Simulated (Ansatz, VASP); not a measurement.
# One calculation of Br, two programs

File POSCAR:

```
Br
1.0
    4.6779643219      0.0000000000      0.0000000000
    0.0000000000      4.6779643219      0.0000000000
    0.0000000000      0.0000000000      4.6779643219
Br
3
Direct
    0.5000000000      0.0000000000      0.0000000000
    0.0000000000      0.5000000000      0.0000000000
    0.0000000000      0.0000000000      0.5000000000
```

File INCAR.step1:

```
SYSTEM = Br
PREC = Accurate ; ENCUT = 520
ISMEAR = 0 ; SIGMA = 0.15
LREAL = .False. ; LASPH = .True.
NELM = 100 ; NBANDS = 18
GGA = PE ; ALGO = Normal
EDIFF = 1E-4 ; LWAVE = .True.
LCHARG = .False.
```

The input INCAR.step2:

```
SYSTEM = Br
PREC = Accurate ; ENCUT = 520
EDIFF = 1E-6 ; ISMEAR = 0
SIGMA = 0.15 ; LREAL = .False.
LASPH = .True. ; NELM = 100
ALGO = Normal ; ISIF = 2
LWAVE = .False. ; LCHARG = .True.
METAGGA = R2SCAN ; LMIXTAU = .True.
LELF = .True. ; LVHAR = .True.
NBANDS = 18 ; ISTART = 1
```

The input KPOINTS:

```
regular mesh
0
Gamma
  5 5 5
  0 0 0
```

Input for Ansatz:

```yaml
crystal:
  lattice:
    - [4.677964321871483, 0.0, 0.0]
    - [0.0, 4.677964321871483, 0.0]
    - [0.0, 0.0, 4.677964321871483]
  atoms:
    - { symbol: Br, position: [0.5, 0.0, 0.0] }
    - { symbol: Br, position: [0.0, 0.5, 0.0] }
    - { symbol: Br, position: [0.0, 0.0, 0.5] }
kpoints:
  mp_grid:
    grid: [5, 5, 5]
hamiltonian:
  xc: r2scan
  pseudopotentials:
    kind: nc
scf:
  algorithm: direct_min
  n_extra_bands: 4
  convergence:
    dr2_threshold: 1.0e-09
  mixing:
    algorithm: broyden
    beta: 0.7
  occupations:
    method: gaussian
    width: 0.15
output:
  stress: true
```

Alike in both runs: task single point; functional r2SCAN; k mesh 5 × 5 × 5; occupations gaussian, width 0.15 eV; no spin polarisation.

```csv
,VASP,Ansatz
version,VASP 6.6.1,Ansatz 0.2.0
potentials or method,"VASP PAW PBE potentials, release 64 (Br)","plane waves, norm-conserving potentials"
plane-wave cutoff (eV),520,600
valence electrons in the cell,21,21
```

|  | VASP | Ansatz | Ansatz less VASP |
| --- | --- | --- | --- |
| gap on the k mesh at the Fermi level (eV) | none | none | - |
| pressure (GPa) | -2.0 | -2.0 | +0.03 |

A gap of «none» marks a metal or a gap that the smearing closes. The functional is the same, so the differences come from potentials, cutoffs and numerics. Ansatz warned: «stress_scf_threshold_loose».

Caveats: the PAW data sets were made with another functional, which shifts forces and pressure a little (VASP); an odd number of electrons without spin polarisation forces a metal; a magnetic or distorted state may lie lower.
